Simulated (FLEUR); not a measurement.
# C (P6_3/mmc) in FLEUR: further runs

Runs on C. Level: LDA (von Barth-Hedin). Tasks: band structure, equation of state.

The COD entry that gives the cell may itself be a prediction, so a difference from it is no test against experiment.

All numbers are computed with FLEUR MaX-R8.1 (patched build s14); they aren't measurements. Logs are shortened: lines on timing, memory, paths and dates and some standing lists are left out, and cuts for length are marked.

## Step 1: The structure

The structure is hexagonal, space group P6_3/mmc (No. 194). Conventional cell: a = 2.522 Å, b = 2.522 Å, c = 8.237 Å, α = 90.00°, β = 90.00°, γ = 120.00°. C (site symmetry 3m) is surrounded by 4 C at 1.54 Å. Around C (site symmetry 3m) lie 4 C at 1.54 Å.

This is a hexagonal form of diamond, not graphite.

## Step 2: Band structure, LDA (von Barth-Hedin)

inp.xml reads:

```xml
<?xml version="1.0" encoding="UTF-8" standalone="no"?>
<fleurInput fleurInputVersion="0.39">
   <comment>
      C                                                                                                   
   </comment>
   <calculationSetup>
      <cutoffs Kmax="5.04" Gmax="15.6" GmaxXC="15.6" numbands="0"/>
      <scfLoop itmax="60" minDistance="0.00001" maxIterBroyd="15" imix="Anderson" alpha="0.05" precondParam="0.0" spinf="2.0"/>
      <coreElectrons ctail="T" frcor="F" kcrel="0" coretail_lmax="0"/>
      <xcFunctional name="bh" relativisticCorrections="F"/>
      <magnetism jspins="1"/>
      <soc l_soc="F" theta="0.0" phi="0.0" spav="F"/>
      <expertModes spex="0" secvar="F"/>
      <geometryOptimization l_f="F" forcealpha="1.0" forcemix="BFGS" epsdisp="0.00001" epsforce="0.00001"/>
      <ldaU l_linMix="F" mixParam="0.05" spinf="1.0"/>
   </calculationSetup>
   <cell>
      <bzIntegration valenceElectrons="32.0" mode="hist" fermiSmearingEnergy="0.00183747">
         <kPointListSelection listName="default-1"/>
         <!-- k-points included here -->
         <xi:include xmlns:xi="http://www.w3.org/2001/XInclude" href="kpts.xml"> </xi:include>
      </bzIntegration>
      <!-- symmetry operations included here -->
      <xi:include xmlns:xi="http://www.w3.org/2001/XInclude" href="sym.xml"> </xi:include>
      <bulkLattice scale="1.0">
         <bravaisMatrix>
            <row-1>    4.7660782588536597     0.0000000000000000     0.0000000000000000</row-1>
            <row-2>   -2.3830391294268298     4.1275448486208255     0.0000000000000000</row-2>
            <row-3>    0.0000000000000000     0.0000000000000000    15.5658630609426591</row-3>
         </bravaisMatrix>
      </bulkLattice>
   </cell>
   <atomSpecies>
      <species name="Carbon (C)" element="C" atomicNumber="6">
         <mtSphere radius="1.35" gridPoints="447" logIncrement="0.023"/>
         <atomicCutoffs lmax="5" lnonsphr="3"/>
         <electronConfig flipSpins="F">
            <coreConfig>(1s1/2)</coreConfig>
            <valenceConfig>(2s1/2) (2p1/2) (2p3/2)</valenceConfig>
            <stateOccupation state="(2p1/2)" spinUp="0.333333" spinDown="0.333333"/>
            <stateOccupation state="(2p3/2)" spinUp="0.666667" spinDown="0.666667"/>
         </electronConfig>
         <energyParameters s="2" p="2" d="3" f="4"/>
         <lo type="SCLO" l="0" n="2" eDeriv="2"/>
         <lo type="SCLO" l="1" n="2" eDeriv="2"/>
         <lo type="SCLO" l="2" n="3" eDeriv="2"/>
      </species>
   </atomSpecies>
   <atomGroups>
      <atomGroup species="Carbon (C)">
         <relPos label="                   1">-1.000/3.000 1.000/3.000 -5.000/32.000</relPos>
         <relPos label="                   2">1.000/3.000 -1.000/3.000 11.000/32.000</relPos>
         <relPos label="                   3">-1.000/3.000 1.000/3.000 -11.000/32.000</relPos>
         <relPos label="                   4">1.000/3.000 -1.000/3.000 5.000/32.000</relPos>
         <force calculate="T" relaxXYZ="TTT"/>
      </atomGroup>
      <atomGroup species="Carbon (C)">
         <relPos label="                   5">.0000000000 .0000000000 -3.000/32.000</relPos>
         <relPos label="                   6">.0000000000 .0000000000 13.000/32.000</relPos>
         <relPos label="                   7">.0000000000 .0000000000 -13.000/32.000</relPos>
         <relPos label="                   8">.0000000000 .0000000000 3.000/32.000</relPos>
         <force calculate="T" relaxXYZ="TTT"/>
      </atomGroup>
   </atomGroups>
   <output dos="F" band="F" slice="F">
      <checks vchk="F" cdinf="F"/>
      <bandDOS minEnergy="-.5*Htr" maxEnergy="0.5*Htr" sigma="0.015" storeEVData="T"/>
      <vacuumDOS vacdos="F" integ="F" star="F" nstars="0" locx1="0.0" locy1="0.0" locx2="0.0" locy2="0.0" nstm="0" tworkf="0.0"/>
      <unfoldingBand unfoldBand="F" supercellX="1" supercellY="1" supercellZ="1"/>
      <plotting iplot="0" polar="F">
         <plot TwoD="T" vec1="  1.0  0.0  0.0" vec2="  0.0  1.0  0.0" vec3="  0.0  0.0  1.0" zero="  0.0  0.0  0.0" file="plot"/>
      </plotting>
      <chargeDensitySlicing numkpt="0" minEigenval="0.0" maxEigenval="0.0" nnne="0" pallst="F"/>
      <specialOutput eonly="F"/>
      <magneticCircularDichroism mcd="F" energyLo="-10.0" energyUp="0.0"/>
   </output>
  <!-- We include the file relax.xml here to enable relaxations (see documentation) -->
  <xi:include xmlns:xi="http://www.w3.org/2001/XInclude" href="relax.xml"> <xi:fallback/> </xi:include>
</fleurInput>
```

crystal.txt reads:

```
C
&input cartesian=F /
2.5221000000  0.0000000000  0.0000000000
-1.2610500000  2.1842026709  0.0000000000
0.0000000000  0.0000000000  8.2371000000
1.8897261246
1.0 1.0 1.0

8
6 0.6666666667  0.3333333333  0.8437500000
6 0.3333333333  0.6666666667  0.3437500000
6 0.6666666667  0.3333333333  0.6562500000
6 0.3333333333  0.6666666667  0.1562500000
6 0.0000000000  0.0000000000  0.9062500000
6 0.0000000000  0.0000000000  0.4062500000
6 0.0000000000  0.0000000000  0.5937500000
6 0.0000000000  0.0000000000  0.0937500000

&kpt div1=12 div2=12 div3=4 gamma=T /
```

inp.xml (bands) reads:

```
<?xml version="1.0" encoding="UTF-8" standalone="no"?>
<fleurInput fleurInputVersion="0.39">
   <comment>
      C                                                                                                   
   </comment>
   <calculationSetup>
      <cutoffs Kmax="5.04" Gmax="15.6" GmaxXC="15.6" numbands="0"/>
      <scfLoop itmax="60" minDistance="0.00001" maxIterBroyd="15" imix="Anderson" alpha="0.05" precondParam="0.0" spinf="2.0"/>
      <coreElectrons ctail="T" frcor="F" kcrel="0" coretail_lmax="0"/>
      <xcFunctional name="bh" relativisticCorrections="F"/>
      <magnetism jspins="1"/>
      <soc l_soc="F" theta="0.0" phi="0.0" spav="F"/>
      <expertModes spex="0" secvar="F"/>
      <geometryOptimization l_f="F" forcealpha="1.0" forcemix="BFGS" epsdisp="0.00001" epsforce="0.00001"/>
      <ldaU l_linMix="F" mixParam="0.05" spinf="1.0"/>
   </calculationSetup>
   <cell>
      <bzIntegration valenceElectrons="32.0" mode="hist" fermiSmearingEnergy="0.00183747">
         <kPointListSelection listName="path-1"/>
         <!-- k-points included here -->
         <xi:include xmlns:xi="http://www.w3.org/2001/XInclude" href="kpts.xml"> </xi:include>
      </bzIntegration>
      <!-- symmetry operations included here -->
      <xi:include xmlns:xi="http://www.w3.org/2001/XInclude" href="sym.xml"> </xi:include>
      <bulkLattice scale="1.0">
         <bravaisMatrix>
            <row-1>    4.7660782588536597     0.0000000000000000     0.0000000000000000</row-1>
            <row-2>   -2.3830391294268298     4.1275448486208255     0.0000000000000000</row-2>
            <row-3>    0.0000000000000000     0.0000000000000000    15.5658630609426591</row-3>
         </bravaisMatrix>
      </bulkLattice>
   </cell>
   <atomSpecies>
      <species name="Carbon (C)" element="C" atomicNumber="6">
         <mtSphere radius="1.35" gridPoints="447" logIncrement="0.023"/>
         <atomicCutoffs lmax="5" lnonsphr="3"/>
         <electronConfig flipSpins="F">
            <coreConfig>(1s1/2)</coreConfig>
            <valenceConfig>(2s1/2) (2p1/2) (2p3/2)</valenceConfig>
            <stateOccupation state="(2p1/2)" spinUp="0.333333" spinDown="0.333333"/>
            <stateOccupation state="(2p3/2)" spinUp="0.666667" spinDown="0.666667"/>
         </electronConfig>
         <energyParameters s="2" p="2" d="3" f="4"/>
         <lo type="SCLO" l="0" n="2" eDeriv="2"/>
         <lo type="SCLO" l="1" n="2" eDeriv="2"/>
         <lo type="SCLO" l="2" n="3" eDeriv="2"/>
      </species>
   </atomSpecies>
   <atomGroups>
      <atomGroup species="Carbon (C)">
         <relPos label="                   1">-1.000/3.000 1.000/3.000 -5.000/32.000</relPos>
         <relPos label="                   2">1.000/3.000 -1.000/3.000 11.000/32.000</relPos>
         <relPos label="                   3">-1.000/3.000 1.000/3.000 -11.000/32.000</relPos>
         <relPos label="                   4">1.000/3.000 -1.000/3.000 5.000/32.000</relPos>
         <force calculate="T" relaxXYZ="TTT"/>
      </atomGroup>
      <atomGroup species="Carbon (C)">
         <relPos label="                   5">.0000000000 .0000000000 -3.000/32.000</relPos>
         <relPos label="                   6">.0000000000 .0000000000 13.000/32.000</relPos>
         <relPos label="                   7">.0000000000 .0000000000 -13.000/32.000</relPos>
         <relPos label="                   8">.0000000000 .0000000000 3.000/32.000</relPos>
         <force calculate="T" relaxXYZ="TTT"/>
      </atomGroup>
   </atomGroups>
   <output dos="F" band="T" slice="F">
      <checks vchk="F" cdinf="F"/>
      <bandDOS minEnergy="-.5*Htr" maxEnergy="0.5*Htr" sigma="0.015" storeEVData="T"/>
      <vacuumDOS vacdos="F" integ="F" star="F" nstars="0" locx1="0.0" locy1="0.0" locx2="0.0" locy2="0.0" nstm="0" tworkf="0.0"/>
      <unfoldingBand unfoldBand="F" supercellX="1" supercellY="1" supercellZ="1"/>
      <plotting iplot="0" polar="F">
         <plot TwoD="T" vec1="  1.0  0.0  0.0" vec2="  0.0  1.0  0.0" vec3="  0.0  0.0  1.0" zero="  0.0  0.0  0.0" file="plot"/>
      </plotting>
      <chargeDensitySlicing numkpt="0" minEigenval="0.0" maxEigenval="0.0" nnne="0" pallst="F"/>
      <specialOutput eonly="F"/>
      <magneticCircularDichroism mcd="F" energyLo="-10.0" energyUp="0.0"/>
   </output>
  <!-- We include the file relax.xml here to enable relaxations (see documentation) -->
  <xi:include xmlns:xi="http://www.w3.org/2001/XInclude" href="relax.xml"> <xi:fallback/> </xi:include>
</fleurInput>
```

Potentials or basis: all-electron, FLAPW.

On the command line:

```console
$ inpgen -f crystal.txt -profile fastHighL
$ # inp.xml edited to the form shown
$ fleur
$ fleur   # second run, on inp.xml (bands)
```

Standard output:

```text
Welcome to FLEUR        (www.flapw.de)
      MaX-Release 8.1          (www.max-centre.eu)

 ========== k-point set info ==========
 Selected k-point list: default-1
 k-point list type: mesh
 12 x 12 x 4
 Number of k points: 57

 ------------Calculation Setup---------------------------
 Number of OMP-threads    :            1
 Number of basis functions:          798
 Approximate size of matrices (H+S) per k-point:         0.009 GB
 --------------------------------------------------------
 Iteration:     1   Distance:      25.93353917 me/bohr^3
 Iteration:     2   Distance:      24.42408595 me/bohr^3
 Iteration:     3   Distance:       4.04113956 me/bohr^3
 Iteration:     4   Distance:       1.58094008 me/bohr^3
 Iteration:     5   Distance:       0.31874035 me/bohr^3
 Iteration:     6   Distance:       0.15329036 me/bohr^3
 Iteration:     7   Distance:       0.14466993 me/bohr^3
 Iteration:     8   Distance:       0.01201021 me/bohr^3
 Iteration:     9   Distance:       0.00309458 me/bohr^3
 Iteration:    10   Distance:       0.00281940 me/bohr^3
 Iteration:    11   Distance:       0.00004980 me/bohr^3
 Iteration:    12   Distance:       0.00001545 me/bohr^3
 Iteration:    13   Distance:       0.00000323 me/bohr^3

 ********************************************************************
 Run finished successfully
 Stop message:
   all done
 ********************************************************************
```

output (bands):

```text
Welcome to FLEUR        (www.flapw.de)
      MaX-Release 8.1          (www.max-centre.eu)

 ========== k-point set info ==========
 Selected k-point list: path-1
 k-point list type: path
 Number of k points: 60

 ------------Calculation Setup---------------------------
 Number of OMP-threads    :            1
 Number of basis functions:          798
 Approximate size of matrices (H+S) per k-point:         0.009 GB
 --------------------------------------------------------
 Fermi energy correction for insulators:
 No automatic correction of the Fermi energy has been performed.

 Note: Band structure data (together with different weights) is also stored in the banddos.hdf file.
       A convenient way of extracting and plotting the data from that file is by making use of the

 ********************************************************************
 Run finished successfully
 Stop message:
   Charge density postprocessing done.
 ********************************************************************
```

out.xml (last iteration):

```text
<iteration numberForCurrentRun="   13" overallNumber="   13">
         <energyParameters units="Htr">
            <atomicEP atomType="1" spin="1" branch="2s" branchLowest="-9.23" branchHighest="2.74" value="-0.2869818130"/>
            <atomicEP atomType="1" spin="1" branch="2p" branchLowest="-9.99" branchHighest="2.28" value="-0.0908479758"/>
            <atomicEP atomType="1" spin="1" branch="3d" branchLowest="-9.99" branchHighest="6.90" value="0.1135710871"/>
            <atomicEP atomType="1" spin="1" branch="4f" branchLowest="-9.99" branchHighest="11.59" value="0.2733891823"/>
            <loAtomicEP atomType="1" spin="1" branch="2s" branchLowest="-9.23" branchHighest="2.74" value="-0.2869818130"/>
            <loAtomicEP atomType="1" spin="1" branch="2p" branchLowest="-9.99" branchHighest="2.28" value="-0.0908622319"/>
            <loAtomicEP atomType="1" spin="1" branch="3d" branchLowest="-9.99" branchHighest="6.90" value="0.1135700752"/>
            <atomicEP atomType="2" spin="1" branch="2s" branchLowest="-9.23" branchHighest="2.74" value="-0.2864998997"/>
            <atomicEP atomType="2" spin="1" branch="2p" branchLowest="-9.99" branchHighest="2.28" value="-0.0903535154"/>
            <atomicEP atomType="2" spin="1" branch="3d" branchLowest="-9.99" branchHighest="6.90" value="0.1140749418"/>
            <atomicEP atomType="2" spin="1" branch="4f" branchLowest="-9.99" branchHighest="11.59" value="0.2738931416"/>
            <loAtomicEP atomType="2" spin="1" branch="2s" branchLowest="-9.23" branchHighest="2.74" value="-0.2864998997"/>
            <loAtomicEP atomType="2" spin="1" branch="2p" branchLowest="-9.99" branchHighest="2.28" value="-0.0903677782"/>
            <loAtomicEP atomType="2" spin="1" branch="3d" branchLowest="-9.99" branchHighest="6.90" value="0.1140739299"/>
         </energyParameters>
         <eigenvalues>
            <eigenvaluesAt spin="1" ikpt="1" k_x="0.00000000" k_y="0.00000000" k_z="0.00000000">
                      -0.3609134597       -0.2987156314       -0.2968827736       -0.1452651484       -0.0682809112
[... 41 lines left out ...]
         <coreStates atomType="     2" atomicNumber="  6" spin="1" kinEnergy="     31.4503449103" eigValSum="    -18.4746956489" lostElectrons=" 0.000197">
            <state n="1" l="0" j="0.5" energy="-9.2373478245" weight="1.0000000000"/>
         </coreStates>
         <allElectronCharges>
            <spinDependentCharge spin="1" total="48.0000000" interstitial="15.2475749" mtSpheres="32.7524251"/>
            <totalCharge value="47.9999999893"/>
         </allElectronCharges>
         <totalEnergy                                    value="     -303.3654525036" units="Htr">
            <sumOfEigenvalues                            value="     -144.7270260967">
               <coreElectrons value="-147.7981029854"/>
               <valenceElectrons value="3.0710768888"/>
            </sumOfEigenvalues>
            <densityCoulombPotentialIntegral value="-390.2093570192"/>
            <densityEffectivePotentialIntegral value="-445.0224987548"/>
            <chargeDenXCDenIntegral value="-41.8413235691"/>
            <FockExchangeEnergyValence value="0.0000000000"/>
            <FockExchangeEnergyCore value="0.0000000000"/>
            <atomTypeDependentContributions atomType="1">
               <electronNucleiInteractionDifferentMTs value="165.8935682399"/>
               <MadelungTerm value="-17.4640752351"/>
            </atomTypeDependentContributions>
            <atomTypeDependentContributions atomType="2">
               <electronNucleiInteractionDifferentMTs value="165.8800828996"/>
               <MadelungTerm value="-17.4771967084"/>
            </atomTypeDependentContributions>
            <tkbTimesEntropy value="0.0000000000"/>
            <freeEnergy value="-303.3654525036"/>
            <extrapolationTo0K value="-303.3654525036"/>
         </totalEnergy>
         <densityConvergence units="me/bohr^3">
            <chargeDensity spin="1" distance="0.0000032307"/>
         </densityConvergence>
      </iteration>
```

Wall time 2 min (1 thread of Intel Xeon Platinum 8488C (Sapphire Rapids), shared host); peak memory 0.06 GiB.

What came out:

```
Free energy                                           : -8254.9945 eV
Band gap on the k mesh                                : 4.39 eV, indirect (least direct gap 5.15 eV)
Band gap along the path                               : 4.40 eV, indirect (least direct gap 5.15 eV)
Valence electrons inside the program's atomic spheres : C 2.09 (radii C 1.35 bohr)
```

Levels at the corners of the path, in eV from the valence-band top:
```
point  band 13  band 14  band 15  band 16  band 17  band 18  band 19  band 20
    Γ    -1.72    -0.22     0.00     0.00     5.15     5.15     5.68     6.95
    M    -4.98    -4.51    -3.69    -2.91     4.43     5.58     5.82     5.96
    K    -7.12    -5.65    -5.65    -4.00     6.12     6.12     7.95     8.43
    Γ    -1.72    -0.22     0.00     0.00     5.15     5.15     5.68     6.95
    A    -0.67    -0.67    -0.67    -0.67     5.93     5.93     5.93     5.93
    L    -4.69    -4.69    -3.63    -3.63     4.79     4.79     7.03     7.03
    H    -5.32    -5.32    -5.08    -5.08     5.12     5.12     9.79     9.79
    A    -0.67    -0.67    -0.67    -0.67     5.93     5.93     5.93     5.93
    L    -4.69    -4.69    -3.63    -3.63     4.79     4.79     7.03     7.03
    M    -4.98    -4.51    -3.69    -2.91     4.43     5.58     5.82     5.96
    K    -7.12    -5.65    -5.65    -4.00     6.12     6.12     7.95     8.43
    H    -5.32    -5.32    -5.08    -5.08     5.12     5.12     9.79     9.79
```

Core levels (eV from the Fermi level):
| atom | levels |
| --- | --- |
| 1 C | 1s1/2 -263.0 |
| 2 C | 1s1/2 -263.0 |
| 3 C | 1s1/2 -263.0 |
| 4 C | 1s1/2 -263.0 |
| 5 C | 1s1/2 -263.0 |
| 6 C | 1s1/2 -263.0 |

## Step 3: Equation of state, LDA (von Barth-Hedin), 5.33 Å³/atom (volume scaled by 0.94)

Edit inp.xml of step 2 so:

```diff
@@ -6,3 +6,3 @@
    <calculationSetup>
-      <cutoffs Kmax="5.04" Gmax="15.6" GmaxXC="15.6" numbands="0"/>
+      <cutoffs Kmax="5.19" Gmax="16.1" GmaxXC="16.1" numbands="0"/>
       <scfLoop itmax="60" minDistance="0.00001" maxIterBroyd="15" imix="Anderson" alpha="0.05" precondParam="0.0" spinf="2.0"/>
@@ -24,3 +24,3 @@
       <xi:include xmlns:xi="http://www.w3.org/2001/XInclude" href="sym.xml"> </xi:include>
-      <bulkLattice scale="1.0">
+      <bulkLattice scale="0.9795861087">
          <bravaisMatrix>
@@ -34,3 +34,3 @@
       <species name="Carbon (C)" element="C" atomicNumber="6">
-         <mtSphere radius="1.35" gridPoints="447" logIncrement="0.023"/>
+         <mtSphere radius="1.31" gridPoints="447" logIncrement="0.023"/>
          <atomicCutoffs lmax="5" lnonsphr="3"/>
```

Potentials or basis: all-electron, FLAPW.

On the command line:

```console
$ inpgen -f crystal.txt -profile fastHighL
$ # inp.xml edited to the form shown
$ fleur
```

Wall time 2.3 min (1 thread of Intel Xeon Platinum 8488C (Sapphire Rapids), shared host); peak memory 0.09 GiB.

Results (log left out):

```
Free energy                                           : -8255.0071 eV
Band gap on the k mesh                                : 4.54 eV, indirect (least direct gap 5.29 eV)
Valence electrons inside the program's atomic spheres : C 2.02 (radii C 1.31 bohr)
```

## Step 4: Equation of state, LDA (von Barth-Hedin), 5.45 Å³/atom (volume scaled by 0.96)

Edit inp.xml of step 3 so:

```diff
@@ -24,3 +24,3 @@
       <xi:include xmlns:xi="http://www.w3.org/2001/XInclude" href="sym.xml"> </xi:include>
-      <bulkLattice scale="0.9795861087">
+      <bulkLattice scale="0.9864848297">
          <bravaisMatrix>
```

On the command line:

```console
$ inpgen -f crystal.txt -profile fastHighL
$ # inp.xml edited to the form shown
$ fleur
```

Run time: 2.4 min. Hardware: 1 thread of Intel Xeon Platinum 8488C (Sapphire Rapids), shared host; peak memory 0.09 GiB.

It converged, with:

```yaml
Free_energy: -8255.0855 eV
Band_gap_on_the_k_mesh: 4.49 eV, indirect (least direct gap 5.24 eV)
Valence_electrons_inside_the_program's_atomic_spheres: C 2.00 (radii C 1.31 bohr)
```

(Part 1 of 2 ends here.)
